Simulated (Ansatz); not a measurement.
**I: levels with and without spin–orbit coupling**

```
CELL_PARAMETERS angstrom
-1.61746 1.61746 4.26481
1.61746 -1.61746 4.26481
1.61746 1.61746 -4.26481
ATOMIC_POSITIONS crystal
I 0.00000 0.00000 0.00000
```

The cell is the one relaxed in the Materials Project (mp-601148), not relaxed further here; entries there can be hypothetical.

All numbers are computed: DFT, PBE, all-electron LAPW, scalar-relativistic (Ansatz 0.2.0); DFT, PBE, all-electron LAPW, Dirac equation with spin-orbit coupling (Ansatz 0.2.0).

Settings: a Γ-centred 18×18×18 k mesh, Fermi–Dirac smearing of 0.08 eV, basis error target 1 meV/atom, no spin polarisation.

Levels between -6 and 4 eV, each run counted from its own valence-band top where it has a gap, else its Fermi level. Scalar levels are listed once for both spins; with the coupling every spinor state is counted. Levels near the edges of the range can cross them.

(1) At Γ (0.000, 0.000, 0.000) the scalar-relativistic levels are -2.23, 0.91 (×2). What are they with spin–orbit coupling?

## Answers

(1) -2.44 (×2), 0.44 (×2), 1.27 (×2).
